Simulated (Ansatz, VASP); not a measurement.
# WS2: VASP beside Ansatz

The input INCAR:

```
PREC = Accurate
ENCUT = 520
EDIFF = 1E-7
ISMEAR = -1
SIGMA = 0.05
LREAL = False
LASPH = True
NELM = 80
ALGO = Normal
ISIF = 2
LWAVE = False
LCHARG = True
GGA = PE
LELF = True
LVHAR = True
NBANDS = 49
```

The input KPOINTS:

```
regular mesh
0
Gamma
  10 10 1
```

The input POSCAR:

```
WS2
1.0
    3.1829541699      0.0000000000      0.0000000000
   -1.5914770850      2.7565191702      0.0000000000
    0.0000000000      0.0000000000     28.5322178600
W S
3 6
Direct
    0.6666666667      0.3333333333      0.4343616800
    0.6666666667      0.3333333333      0.8855337800
    0.0000000000      0.0000000000      0.6592864300
    0.6666666667      0.3333333333      0.6046252100
    0.0000000000      0.0000000000      0.3797102500
    0.0000000000      0.0000000000      0.8308482800
    0.6666666667      0.3333333333      0.7139522100
    0.0000000000      0.0000000000      0.4890304200
    0.0000000000      0.0000000000      0.9401857300
```

Contents of input.yaml:

```yaml
crystal:
  lattice:
    - [3.1829541699, 0.0, 0.0]
    - [-1.591477085, 2.7565191702, 0.0]
    - [0.0, 0.0, 28.53221786]
  atoms:
    - { symbol: W, position: [0.6666666667, 0.3333333333, 0.43436168] }
    - { symbol: W, position: [0.6666666667, 0.3333333333, 0.88553378] }
    - { symbol: W, position: [0.0, 0.0, 0.65928643] }
    - { symbol: S, position: [0.6666666667, 0.3333333333, 0.60462521] }
    - { symbol: S, position: [0.0, 0.0, 0.37971025] }
    - { symbol: S, position: [0.0, 0.0, 0.83084828] }
    - { symbol: S, position: [0.6666666667, 0.3333333333, 0.71395221] }
    - { symbol: S, position: [0.0, 0.0, 0.48903042] }
    - { symbol: S, position: [0.0, 0.0, 0.94018573] }
hamiltonian:
  xc: pbe
  pseudopotentials: { kind: paw }
kpoints:
  mp_grid: { grid: [10, 10, 1] }
  band_path:
    path:
      - [[0.0, 0.0, 0.0], [0.5, 0.0, 0.0], [0.3333333333, 0.3333333333, 0.0], [0.0, 0.0, 0.0], [0.0, 0.0, 0.5], [0.5, 0.0, 0.5], [0.3333333333, 0.3333333333, 0.5], [0.0, 0.0, 0.5]]
      - [[0.5, 0.0, 0.5], [0.5, 0.0, 0.0]]
      - [[0.3333333333, 0.3333333333, 0.0], [0.3333333333, 0.3333333333, 0.5]]
    npoints: 10
scf:
  occupations: { method: fermi_dirac, width: 0.05 }
  n_extra_bands: 22
output:
  forces: true
  stress: true
  eigenvalues: true
  fatbands: false
  write_density: true
  write_potential: true
  elf: true
  volumetric_format: npy
```

Alike in both runs: functional PBE; k mesh 10 × 10 × 1; occupations fermi-dirac, width 0.05 eV; no spin polarisation.

|  | VASP | Ansatz |
| --- | --- | --- |
| version | VASP 6.6.1 | Ansatz 0.2.0 |
| potentials or method | VASP PAW PBE potentials, release 64 (W_sv, S) | Ansatz PAW |
| plane-wave cutoff (eV) | 520 | 420 |
| valence electrons in the cell | 78 | 78 |
| task | single point | band structure |

```tsv
	VASP	Ansatz	Ansatz less VASP
gap on the k mesh at the Fermi level (eV)	1.48	1.47	-0.013
least direct gap on the mesh (eV)	2.11	2.11	-0.003
rms of the force components (eV/Å)	0.108	0.107	-0.0013
```

Atom by atom the forces differ by 0.001 eV/Å (rms over components).

Caveats: spin-orbit coupling is left out, which moves the levels of the heavy elements; the k mesh misses the band edges, so the gap on the mesh is wider than the one along the path (Ansatz).
